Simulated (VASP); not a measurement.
SiC in VASP 6.6.1, single-point calculation

INCAR

```
LCHARG = .FALSE.
LWAVE = .FALSE.
PREC = Accurate
ENCUT = 520
NSW = 0
LASPH = .TRUE.
SIGMA = 0.02
NBANDS = 11
NELM = 62
LREAL = .FALSE.
METAGGA = RSCAN
ISMEAR = -1
IBRION = -1
EDIFF = 1E-9
ISIF = 2
```

KPOINTS

```
KPOINTS created by Atomic Simulation Environment
0
Gamma
10 10 10
0 0 0
```

POSCAR

```
Si C
 1.0000000000000000
     0.0000000000000000    2.2216133981000001    2.2216133981000001
     2.2216133981000001    0.0000000000000000    2.2216133981000001
     2.2216133981000001    2.2216133981000001    0.0000000000000000
 Si  C
   1   1
Cartesian
  0.0000000000000000  0.0000000000000000  0.0000000000000000
  1.1108066990499998  1.1108066990499998  1.1108066990499998
```

The recommended PBE PAW datasets give the neutral cell 8 valence electrons.

Command

```
mpirun -np 1 vasp_std
```

Problem. Predict the outcome of this run.

Solution. It converged. Results: gap between bands v and c on the k mesh 1.78 eV; least direct gap on the k mesh 5.00 eV; pressure -12.9 GPa. Band v is the last that the valence electrons fill when counted band by band, and c is the next.

OSZICAR

```
N       E                     dE             d eps       ncg     rms          rms(c)
DAV:   1    -0.224558232202E+01   -0.22456E+01   -0.39042E+03  1042   0.621E+02
DAV:   2    -0.236913369034E+02   -0.21446E+02   -0.20382E+02  1342   0.114E+02
DAV:   3    -0.244005311765E+02   -0.70919E+00   -0.70796E+00  1265   0.171E+01
DAV:   4    -0.244033724643E+02   -0.28413E-02   -0.28411E-02  1202   0.139E+00
DAV:   5    -0.244033857600E+02   -0.13296E-04   -0.13295E-04  1255   0.895E-02    0.856E+00
DAV:   6    -0.215022609034E+02    0.29011E+01   -0.49974E+00  1148   0.102E+01    0.462E+00
DAV:   7    -0.215300068584E+02   -0.27746E-01   -0.44524E-01  1248   0.384E+00    0.207E+00
DAV:   8    -0.215431710203E+02   -0.13164E-01   -0.18007E-02  1136   0.959E-01    0.211E-01
DAV:   9    -0.215437694673E+02   -0.59845E-03   -0.12560E-03  1322   0.284E-01    0.152E-01
DAV:  10    -0.215438393910E+02   -0.69924E-04   -0.75662E-05  1160   0.702E-02    0.348E-02
DAV:  11    -0.215438379159E+02    0.14751E-05   -0.57248E-06  1301   0.152E-02    0.718E-03
DAV:  12    -0.215438381735E+02   -0.25754E-06   -0.25252E-07  1211   0.378E-03    0.246E-03
DAV:  13    -0.215438381835E+02   -0.10011E-07   -0.20613E-08  1223   0.112E-03    0.240E-04
DAV:  14    -0.215438381874E+02   -0.38715E-08   -0.73237E-10   802   0.172E-04    0.967E-05
DAV:  15    -0.215438381869E+02    0.41905E-09   -0.10691E-10   679   0.829E-05
   1 F= -.21543838E+02 E0= -.21543838E+02  d E =-.501031E-11
```

Standard output (part)

```
POSCAR found type information on POSCAR SiC
 POSCAR found :  2 types and       2 ions
 LDA part: xc-table for (None), standard interpolation
 POSCAR, INCAR and KPOINTS ok, starting setup
 WAVECAR not read
 entering main loop
```

For comparison, a separate PBE run of the intended cell, on usual settings and not on those above, gives a gap of 1.41 eV on its mesh and a pressure of -8.5 GPa.
